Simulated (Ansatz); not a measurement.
## Pd(111) with 4 layers of random Pd-Pt, 2x2: scattering by chemical disorder

How strongly does chemical disorder scatter in Pd(111) with 4 layers of random Pd-Pt, 2x2?

Calculated with Ansatz 0.2.0; Ansatz plane-wave DFT, PBE, PAW files; ballistic transport by layer matching (Landauer), zero bias; PAW set soft_1.

## (1) Set-up

The cell holds 40 atoms: 28 Pd and 12 Pt. Cell: a = 5.501 Å, b = 5.501 Å, c = 22.514 Å, α = 93.5°, β = 86.5°, γ = 120.0°. It derives from Pd. Regions: lead, 24 atoms (24 Pd); scattering region, 16 atoms (12 Pt and 4 Pd). The structure is stacked along c, and the current runs across the ab planes.

## (2) With 4 alloy layers

In 4 layers a share of 0.75 of the sites is given to Pt at random. The layers about the cell's end stay perfect and serve as the lead. Disorder leaves little or no symmetry, which makes such runs dear. Energies from -0.05 to 0.05 eV in steps of 0.05 eV are too few for the program's thermal sum, so it prints no conductance; for a metal the transmission near the Fermi level serves, at a fraction of the cost.

input.yaml reads:

```yaml
crystal:
  lattice:
    - [5.5010079149, 0.0, 0.0]
    - [-2.7505039575, 4.7640126007, 0.0]
    - [1.3752519787, -0.7940021001, 22.4577707709]
  atoms:
    - { symbol: Pd, position: [0.9916666667, 0.0083333333, 0.05] }
    - { symbol: Pd, position: [0.9916666667, 0.5083333333, 0.05] }
    - { symbol: Pd, position: [0.4916666667, 0.0083333333, 0.05] }
    - { symbol: Pd, position: [0.4916666667, 0.5083333333, 0.05] }
    - { symbol: Pd, position: [0.1416666667, 0.3583333333, 0.15] }
    - { symbol: Pd, position: [0.1416666667, 0.8583333333, 0.15] }
    - { symbol: Pd, position: [0.6416666667, 0.3583333333, 0.15] }
    - { symbol: Pd, position: [0.6416666667, 0.8583333333, 0.15] }
    - { symbol: Pd, position: [0.2916666667, 0.2083333333, 0.25] }
    - { symbol: Pd, position: [0.2916666667, 0.7083333333, 0.25] }
    - { symbol: Pd, position: [0.7916666667, 0.2083333333, 0.25] }
    - { symbol: Pd, position: [0.7916666667, 0.7083333333, 0.25] }
    - { symbol: Pt, position: [0.9416666667, 0.0583333333, 0.35] }
    - { symbol: Pd, position: [0.9416666667, 0.5583333333, 0.35] }
    - { symbol: Pt, position: [0.4416666667, 0.0583333333, 0.35] }
    - { symbol: Pt, position: [0.4416666667, 0.5583333333, 0.35] }
    - { symbol: Pt, position: [0.0916666667, 0.4083333333, 0.45] }
    - { symbol: Pd, position: [0.0916666667, 0.9083333333, 0.45] }
    - { symbol: Pt, position: [0.5916666667, 0.4083333333, 0.45] }
    - { symbol: Pt, position: [0.5916666667, 0.9083333333, 0.45] }
    - { symbol: Pt, position: [0.2416666667, 0.2583333333, 0.55] }
    - { symbol: Pt, position: [0.2416666667, 0.7583333333, 0.55] }
    - { symbol: Pd, position: [0.7416666667, 0.2583333333, 0.55] }
    - { symbol: Pt, position: [0.7416666667, 0.7583333333, 0.55] }
    - { symbol: Pt, position: [0.8916666667, 0.1083333333, 0.65] }
    - { symbol: Pt, position: [0.8916666667, 0.6083333333, 0.65] }
    - { symbol: Pd, position: [0.3916666667, 0.1083333333, 0.65] }
    - { symbol: Pt, position: [0.3916666667, 0.6083333333, 0.65] }
    - { symbol: Pd, position: [0.0416666667, 0.4583333333, 0.75] }
    - { symbol: Pd, position: [0.0416666667, 0.9583333333, 0.75] }
    - { symbol: Pd, position: [0.5416666667, 0.4583333333, 0.75] }
    - { symbol: Pd, position: [0.5416666667, 0.9583333333, 0.75] }
    - { symbol: Pd, position: [0.1916666667, 0.3083333333, 0.85] }
    - { symbol: Pd, position: [0.1916666667, 0.8083333333, 0.85] }
    - { symbol: Pd, position: [0.6916666667, 0.3083333333, 0.85] }
    - { symbol: Pd, position: [0.6916666667, 0.8083333333, 0.85] }
    - { symbol: Pd, position: [0.8416666667, 0.1583333333, 0.95] }
    - { symbol: Pd, position: [0.8416666667, 0.6583333333, 0.95] }
    - { symbol: Pd, position: [0.3416666667, 0.1583333333, 0.95] }
    - { symbol: Pd, position: [0.3416666667, 0.6583333333, 0.95] }
kpoints:
  mp_grid: { grid: [5, 5, 1] }
hamiltonian:
  xc: pbe
  pseudopotentials: { kind: paw, azcp: { folder: soft_1 } }
scf:
  occupations: { method: fermi_dirac, width: 0.1 }
output:
  transmission:
    leads: [[0, 4]]
    kmesh: [10, 10]
    e_range: [-0.05, 0.05]
    de: 0.05
  write_potential: true
  write_density: true
  volumetric_format: npy
```

The run is started by

```bash
$ ansatz run input.yaml --threads 4 --pin off --max-ram 15360MiB --backend cpu --events-out ev --progress --plain --runs-dir out
```

Numbers of over 12 decimals in the logs are rounded to 6 here.

Output:

```text
Engine: ansatz 0.2.0, aarch64-unknown-linux-gnu
Pseudopotentials: kind: paw
Pseudopotential: Pd, paw, valence charge 18, recommended cutoff 420 eV (normal), soft_1/Pd.paw.azcp
Pseudopotential: Pt, paw, valence charge 18, recommended cutoff 420 eV (normal), soft_1/Pt.paw.azcp
Functional definition: PBE
  parameter kappa = 0.804
  parameter beta = 0.066725
  exchange = pbe_x(kappa = kappa, mu = beta*pi^2/3)
  correlation = pbe_c(beta = beta)
Crystal: 40 atoms, lattice volume = 588.548 Å³
Basis set: ecut = 420 eV, 11489 PW (Γ)
Bands: 432, of which v1, the nominal top of the filled ones, is band 360 counted from 1 (359 counted from 0)
Symmetry: 2 space group operations
Space group: C2 (ITA 5), of the structure as read, at distance tolerance 8.4e-5 Å
k-points: 9 of 25 (time reversal used)
Non-local potential: Pd, projectors of the file, l = 0: 2, l = 1: 2, l = 2: 2, l = 3: 1
Non-local potential: Pt, projectors of the file, l = 0: 3, l = 1: 2, l = 2: 2, l = 3: 1
PAW form: soft (Blöchl's): semilocal exchange-correlation on the pseudo side does not see the compensation charge
PAW one-centre angular grid: Pd, 590 points (default); XC on 64 Gauss nodes
PAW one-centre angular grid: Pt, 590 points (default); XC on 64 Gauss nodes
Initial density: superposition of atomic densities (chi_scale 0.1, normalization cell, long waves of neutral atoms (reshape's long-wave potential 3.30 eV rms, cloud 2.75 Å wide))
Initial wavefunctions: pseudopotential atomic-orbital guess
Functional: x = pbe(κ = 0.804, μ = 0.219515), c = pbe(β = 0.066725)
SCF iter   1: F=—  HF=-345576.990284 eV  |F-HF|=—  |Δ(HF+E_count)|=         —  Δρ=1.69e-1  dr2=1.20e3  ethr=3.10e-3  ⟨swp⟩=4.3  Hψ=11428  notcnv=0  defer=102
preconditioner: auto → Kerker (q_TF=auto, 2.822 Å⁻¹)  [metal: Δε(μ)=0.006 eV  Ē_g=8.466 eV  σ=0.100 eV  W_gap=0.01  n_scr=240 (ndim 8)  ℏωp=30.6 eV  f_vac=0.000  D(μ)=57.26/eV (n_scr^D=750)]
SCF iter   2: F=—  HF=-345546.282479 eV  |F-HF|=—  |Δ(HF+E_count)|=    3.07e1  Δρ=7.19e-2  dr2=1.97e2  ethr=3.10e-3  ⟨swp⟩=2.0  Hψ=6824  notcnv=0  defer=345
SCF iter   3: F=—  HF=-345539.139354 eV  |F-HF|=—  |Δ(HF+E_count)|=    7.14e0  Δρ=2.60e-2  dr2=2.52e1  ethr=3.10e-3  ⟨swp⟩=2.0  Hψ=5895  notcnv=0  defer=367
SCF iter   4: F=—  HF=-345538.887461 eV  |F-HF|=—  |Δ(HF+E_count)|=   2.52e-1  Δρ=9.65e-3  dr2=9.21e0  ethr=3.10e-3  ⟨swp⟩=1.3  Hψ=4166  notcnv=0  defer=367
SCF iter   5: F=—  HF=-345538.876033 eV  |F-HF|=—  |Δ(HF+E_count)|=   1.14e-2  Δρ=5.19e-3  dr2=3.30e0  ethr=1.28e-3  ⟨swp⟩=1.0  Hψ=3617  notcnv=0  defer=374
SCF iter   6: F=—  HF=-345538.855640 eV  |F-HF|=—  |Δ(HF+E_count)|=   2.04e-2  Δρ=1.97e-3  dr2=6.12e-1  ethr=4.58e-4  ⟨swp⟩=1.0  Hψ=3514  notcnv=0  defer=374
SCF iter   7: F=—  HF=-345538.852757 eV  |F-HF|=—  |Δ(HF+E_count)|=   2.88e-3  Δρ=4.69e-4  dr2=3.85e-2  ethr=8.50e-5  ⟨swp⟩=1.0  Hψ=3514  notcnv=0  defer=374
SCF iter   8: F=—  HF=-345538.852512 eV  |F-HF|=—  |Δ(HF+E_count)|=   2.45e-4  Δρ=7.61e-5  dr2=1.40e-3  ethr=5.35e-6  ⟨swp⟩=1.0  Hψ=3514  notcnv=0  defer=374
SCF iter   9: F=—  HF=-345538.852493 eV  |F-HF|=—  |Δ(HF+E_count)|=   1.83e-5  Δρ=3.36e-5  dr2=2.34e-4  ethr=1.95e-7  ⟨swp⟩=1.0  Hψ=3514  notcnv=0  defer=374
SCF iter  10: F=—  HF=-345538.852544 eV  |F-HF|=—  |Δ(HF+E_count)|=   5.06e-5  Δρ=5.91e-6  dr2=8.12e-7  ethr=3.25e-8  ⟨swp⟩=1.0  Hψ=3514  notcnv=0  defer=374
SCF iter  11: F=—  HF=-345538.853222 eV  |F-HF|=—  |Δ(HF+E_count)|=   6.78e-4  Δρ=2.01e-6  dr2=1.32e-7  ethr=1.39e-11  ⟨swp⟩=8.2  Hψ=12508  notcnv=0
SCF iter  12: F=-345538.853222 eV  HF=-345538.853222 eV  |F-HF|=2.03e-8  |Δ(HF+E_count)|=   1.51e-9  Δρ=8.21e-7  dr2=2.11e-8  ethr=1.39e-11  ⟨swp⟩=2.0  Hψ=7001  notcnv=0
SCF 1 converged in 12 iterations: F = -345538.853222 eV  dr2 = 2.11e-8
  greatest PAW one-centre occupation: 1.000 electrons in one spin orbital (limit 2), on the Pt atom at site 23 (counted from 0), in its partial waves of l = 0
transmission: 182 of 1820 steps passed
transmission: 364 of 1820 steps passed
[...]
transmission: 1820 of 1820 steps passed
SCF converged after 12 iterations
Free energy (F): -345538.853222 eV
Harris-Foulkes:  -345538.853222 eV  (|F-HF|=2.03e-8)
Internal energy: -345536.605215 eV  (E = F + TS)
E sigma→0 (E₀):  -345537.729219 eV
Entropy (-TS):   -2.248007 eV (-56.200 meV/atom)
Fermi energy:    21.070600 eV
--- Per-component energies (eV) ---
  E_band       = -5282.130344
  E_kinetic    = 19744.144237
  E_local      = -67950.598868  (includes V_loc(G=0)·N_el)
  E_nonlocal   = 12825.894623
  E_hartree    = 27015.819689
  E_xc         = -6679.283282
  E_vxc        = -8179.522673  (∫ρ·V_xc dr)
  E_paw        = -220509.539768  (= ΣΔE_a)
  E_vpaw       = -15753.709869  (= ΣTr[D̂ρ^β])
  E_aug_tail   = 0.020795  (compensation charges beyond the density's cutoff)
  E_ewald      = -109983.062641
  E_smearing   = -2.248007  (= −TS)
  E_closure    = 0.000000  (closes the sum)
  Σ components = -345538.853222   (vs F -345538.853222, Δ=0.00e0)
--- Band table (eV; the first three rows and the last of 9) ---
  k-point 0: bands = [... 356 lower, 21.1764, 21.1951, 21.2238, 21.2609, 21.2642, 21.2680, 21.2829, 21.3449, ... 68 higher]
  k-point 1: bands = [... 356 lower, 21.0162, 21.0267, 21.0315, 21.0519, 21.0755, 21.1063, 21.2134, 21.2421, ... 68 higher]
  k-point 2: bands = [... 356 lower, 20.9469, 20.9623, 21.0272, 21.0596, 21.0867, 21.1055, 21.1277, 21.1346, ... 68 higher]
  k-point 8: bands = [... 356 lower, 20.9964, 21.0091, 21.0345, 21.0487, 21.0757, 21.0842, 21.1222, 21.1556, ... 68 higher]
--- Transmission ---
  basis      : 235 plane waves across, 35 finite elements along
  points     : 52, standing for a mesh of 10 x 10
  energies   : 3 from -0.050000 to 0.050000 eV about the Fermi level, 0.050000 eV apart; the leads are filled to 0.000000 eV, and channels, transmission and decay are at 0.000000 eV
  crystal 0  : Pd4, at the sites [0, 4], period 2.2458 Å, over 13.47 Å; its Hamiltonian steps by up to 12.6 meV
    offset         : up to 0.0000 Å between an atom of the period and one for which it stands
    channels       : 5.470000e0 a spin
    conductance    : none, the energies end too early or step too widely for 300 K: set another output.transmission.e_range or a lower de, or, where they end at an eighth of basis.ecutwfc, a higher one
  junction   : crystal 0 to crystal 0, 0.70 to 20.91 Å
    transmission   : 3.767935e0 a spin
    conductance    : none, the energies end too early or step too widely for 300 K: set another output.transmission.e_range or a lower de, or, where they end at an eighth of basis.ecutwfc, a higher one
```

It took 8.1 min on 4 threads of Arm Neoverse V1, shared host; peak memory 5.1 GiB.

In the SCF lines HF is the Harris–Foulkes energy and dr2 the Hartree energy of the density residual, in eV; the loop may stop once dr2 is under the threshold and the program's other checks hold. Hψ counts applications of the Hamiltonian.

This step gave:

| Property | Result |
| --- | --- |
| free energy | -345538.8532 eV |
| energy at zero smearing | -345537.7292 eV |
| Fermi energy | 21.07 eV |
| cell area | 26.21 Å² |
| transmission per spin nearest the Fermi level | 3.768 |
| open channels per spin nearest the Fermi level | 5.47 |
| step of the lead's potential | 12.6 meV |

Per spin. The transmission, zone mean by energy, zero at the Fermi level:

| energy (eV) | transmission, zone mean |
| --- | --- |
| -0.0500 | 4.31 |
| 0.0000 | 3.77 |
| 0.0500 | 3.15 |

Per spin. Open channels, zone mean, lead against energy, zero at the Fermi level:

```
energy (eV)  open channels, zone mean, lead
    -0.0500                            6.33
     0.0000                            5.47
     0.0500                            4.51
```

Transmission over k1 and k2. At 0.0000 eV from the Fermi level.

Ten even steps from '0' (2.92) to '9' (6.22):
```
1731361000
0342234000
0123122000
2321341241
9632404236
2142143123
0000221321
0000432243
1000163137
9100292001
```
Columns: k1 (b1) from -0.5 to 0.4; rows upwards: k2 (b2) from -0.5 to 0.4.

Open channels over k1 and k2. At 0.0000 eV from the Fermi level.

Ten even steps from '0' (3.0) to '9' (10.0):
```
5742475101
1422224100
1222122211
5421551245
9722555227
5542155124
1112221222
1001422224
5101574247
9511595115
```
Columns: k1 (b1) from -0.5 to 0.4; rows upwards: k2 (b2) from -0.5 to 0.4.

Over the solved energies the transmission per spin lies between 3.15 and 4.31, out of 5.44 channels of the lead on average (up to 6.33).

## (3) With 8 alloy layers

In 8 layers a share of 0.75 of the sites is given to Pt at random. A fresh draw is used; the growth of the resistance with length is what counts.

System of this step: Pd(111) with 8 layers of random Pd-Pt, 2x2. The cell holds 56 atoms: 32 Pd and 24 Pt. Cell: a = 5.501 Å, b = 5.501 Å, c = 31.481 Å, α = 87.5°, β = 92.5°, γ = 120.0°. It derives from Pd. Regions: lead, 24 atoms (24 Pd); scattering region, 32 atoms (8 Pd and 24 Pt). The structure is stacked along c, and the current runs across the ab planes.

input.yaml reads:

```yaml
crystal:
  lattice:
    - [5.5010079149, 0.0, 0.0]
    - [-2.7505039575, 4.7640126007, 0.0]
    - [-1.3752519787, 0.7940021001, 31.4408790793]
  atoms:
    - { symbol: Pd, position: [0.005952381, 0.994047619, 0.0357142857] }
    - { symbol: Pd, position: [0.005952381, 0.494047619, 0.0357142857] }
    - { symbol: Pd, position: [0.505952381, 0.994047619, 0.0357142857] }
    - { symbol: Pd, position: [0.505952381, 0.494047619, 0.0357142857] }
    - { symbol: Pd, position: [0.1845238095, 0.3154761905, 0.1071428571] }
    - { symbol: Pd, position: [0.1845238095, 0.8154761905, 0.1071428571] }
    - { symbol: Pd, position: [0.6845238095, 0.3154761905, 0.1071428571] }
    - { symbol: Pd, position: [0.6845238095, 0.8154761905, 0.1071428571] }
    - { symbol: Pd, position: [0.3630952381, 0.1369047619, 0.1785714286] }
    - { symbol: Pd, position: [0.3630952381, 0.6369047619, 0.1785714286] }
    - { symbol: Pd, position: [0.8630952381, 0.1369047619, 0.1785714286] }
    - { symbol: Pd, position: [0.8630952381, 0.6369047619, 0.1785714286] }
    - { symbol: Pd, position: [0.0416666667, 0.9583333333, 0.25] }
    - { symbol: Pt, position: [0.0416666667, 0.4583333333, 0.25] }
    - { symbol: Pt, position: [0.5416666667, 0.9583333333, 0.25] }
    - { symbol: Pt, position: [0.5416666667, 0.4583333333, 0.25] }
    - { symbol: Pt, position: [0.2202380952, 0.2797619048, 0.3214285714] }
    - { symbol: Pt, position: [0.2202380952, 0.7797619048, 0.3214285714] }
    - { symbol: Pt, position: [0.7202380952, 0.2797619048, 0.3214285714] }
    - { symbol: Pd, position: [0.7202380952, 0.7797619048, 0.3214285714] }
    - { symbol: Pt, position: [0.3988095238, 0.1011904762, 0.3928571429] }
    - { symbol: Pt, position: [0.3988095238, 0.6011904762, 0.3928571429] }
    - { symbol: Pt, position: [0.8988095238, 0.1011904762, 0.3928571429] }
    - { symbol: Pd, position: [0.8988095238, 0.6011904762, 0.3928571429] }
    - { symbol: Pt, position: [0.0773809524, 0.9226190476, 0.4642857143] }
    - { symbol: Pt, position: [0.0773809524, 0.4226190476, 0.4642857143] }
    - { symbol: Pd, position: [0.5773809524, 0.9226190476, 0.4642857143] }
    - { symbol: Pt, position: [0.5773809524, 0.4226190476, 0.4642857143] }
    - { symbol: Pt, position: [0.255952381, 0.244047619, 0.5357142857] }
    - { symbol: Pt, position: [0.255952381, 0.744047619, 0.5357142857] }
    - { symbol: Pt, position: [0.755952381, 0.244047619, 0.5357142857] }
    - { symbol: Pt, position: [0.755952381, 0.744047619, 0.5357142857] }
    - { symbol: Pd, position: [0.4345238095, 0.0654761905, 0.6071428571] }
    - { symbol: Pt, position: [0.4345238095, 0.5654761905, 0.6071428571] }
    - { symbol: Pd, position: [0.9345238095, 0.0654761905, 0.6071428571] }
    - { symbol: Pt, position: [0.9345238095, 0.5654761905, 0.6071428571] }
    - { symbol: Pt, position: [0.1130952381, 0.8869047619, 0.6785714286] }
    - { symbol: Pt, position: [0.1130952381, 0.3869047619, 0.6785714286] }
    - { symbol: Pt, position: [0.6130952381, 0.8869047619, 0.6785714286] }
    - { symbol: Pt, position: [0.6130952381, 0.3869047619, 0.6785714286] }
    - { symbol: Pt, position: [0.2916666667, 0.2083333333, 0.75] }
    - { symbol: Pt, position: [0.2916666667, 0.7083333333, 0.75] }
    - { symbol: Pd, position: [0.7916666667, 0.2083333333, 0.75] }
    - { symbol: Pd, position: [0.7916666667, 0.7083333333, 0.75] }
    - { symbol: Pd, position: [0.4702380952, 0.0297619048, 0.8214285714] }
    - { symbol: Pd, position: [0.4702380952, 0.5297619048, 0.8214285714] }
    - { symbol: Pd, position: [0.9702380952, 0.0297619048, 0.8214285714] }
    - { symbol: Pd, position: [0.9702380952, 0.5297619048, 0.8214285714] }
    - { symbol: Pd, position: [0.1488095238, 0.8511904762, 0.8928571429] }
    - { symbol: Pd, position: [0.1488095238, 0.3511904762, 0.8928571429] }
    - { symbol: Pd, position: [0.6488095238, 0.8511904762, 0.8928571429] }
    - { symbol: Pd, position: [0.6488095238, 0.3511904762, 0.8928571429] }
    - { symbol: Pd, position: [0.3273809524, 0.1726190476, 0.9642857143] }
    - { symbol: Pd, position: [0.3273809524, 0.6726190476, 0.9642857143] }
    - { symbol: Pd, position: [0.8273809524, 0.1726190476, 0.9642857143] }
    - { symbol: Pd, position: [0.8273809524, 0.6726190476, 0.9642857143] }
kpoints:
  mp_grid: { grid: [5, 5, 1] }
hamiltonian:
  xc: pbe
  pseudopotentials: { kind: paw, azcp: { folder: soft_1 } }
scf:
  occupations: { method: fermi_dirac, width: 0.1 }
output:
  transmission:
    leads: [[0, 4]]
    kmesh: [10, 10]
    e_range: [-0.05, 0.05]
    de: 0.05
  write_potential: true
  write_density: true
  volumetric_format: npy
```

Output:

```text
[...]
Crystal: 56 atoms, lattice volume = 823.967 Å³
Basis set: ecut = 420 eV, 16079 PW (Γ)
Bands: 605, of which v1, the nominal top of the filled ones, is band 504 counted from 1 (503 counted from 0)
Symmetry: 1 space group operations
[...]
k-points: 13 of 25 (time reversal used)
[...]
SCF iter   1: F=—  HF=-523782.032118 eV  |F-HF|=—  |Δ(HF+E_count)|=         —  Δρ=1.78e-1  dr2=4.67e3  ethr=3.10e-3  ⟨swp⟩=4.2  Hψ=23132  notcnv=0  defer=290
[...]
SCF iter  12: F=-523727.063194 eV  HF=-523727.063194 eV  |F-HF|=2.64e-8  |Δ(HF+E_count)|=   6.46e-9  Δρ=6.01e-7  dr2=2.70e-8  ethr=9.92e-12  ⟨swp⟩=8.5  Hψ=25165  notcnv=0
SCF 1 converged in 12 iterations: F = -523727.063194 eV  dr2 = 2.70e-8
[...]
transmission: 266 of 2652 steps passed
transmission: 532 of 2652 steps passed
[...]
transmission: 2652 of 2652 steps passed
SCF converged after 12 iterations
Free energy (F): -523727.063194 eV
[...]
Internal energy: -523723.949976 eV  (E = F + TS)
E sigma→0 (E₀):  -523725.506585 eV
Entropy (-TS):   -3.113218 eV (-55.593 meV/atom)
Fermi energy:    21.640177 eV
[...]
--- Band table (eV; the first three rows and the last of 13) ---
  k-point 0: bands = [... 500 lower, 21.8200, 21.8360, 21.8399, 21.8468, 21.8647, 21.8750, 21.8762, 21.9033, ... 97 higher]
  k-point 1: bands = [... 500 lower, 21.6229, 21.6299, 21.6385, 21.6567, 21.6635, 21.7014, 21.7268, 21.7395, ... 97 higher]
  k-point 2: bands = [... 500 lower, 21.5871, 21.5985, 21.6223, 21.6451, 21.6518, 21.6792, 21.6834, 21.7100, ... 97 higher]
  k-point 12: bands = [... 500 lower, 21.5399, 21.5574, 21.5886, 21.6117, 21.6339, 21.6414, 21.6749, 21.6898, ... 97 higher]
--- Transmission ---
  basis      : 235 plane waves across, 51 finite elements along
  points     : 52, standing for a mesh of 10 x 10
[...]
channels       : 5.430000e0 a spin
[...]
junction   : crystal 0 to crystal 0, 0.70 to 29.89 Å
    transmission   : 3.510993e0 a spin
[...]
```

Elapsed: 16 min, on 4 threads; peak memory 9.5 GiB.

Numbers from this step:

```yaml
free_energy: -523727.0632 eV
energy_at_zero_smearing: -523725.5066 eV
fermi_energy: 21.64 eV
transmission_per_spin_nearest_the_fermi_level: 3.511
open_channels_per_spin_nearest_the_fermi_level: 5.43
step_of_the_lead_s_potential: 12.4 meV
```

Per spin. Transmission, zone mean against energy, zero at the Fermi level:

```
energy (eV)  transmission, zone mean
    -0.0500                     4.05
     0.0000                     3.51
     0.0500                     2.93
```

Over the solved energies the transmission per spin lies between 2.93 and 4.05, out of 5.42 channels of the lead on average (up to 6.31).

(Continued in part 2 of 2.)

[Logs are printed without paths, hosts, clocks, repeated set-up lines and the standing remarks that a program may print on its own settings, such as how far it seeks lower states.]

[Hosts, paths, dates, database ids (printed as entryN), source tags and the programs' standing remarks are cut or masked in the printed files.]
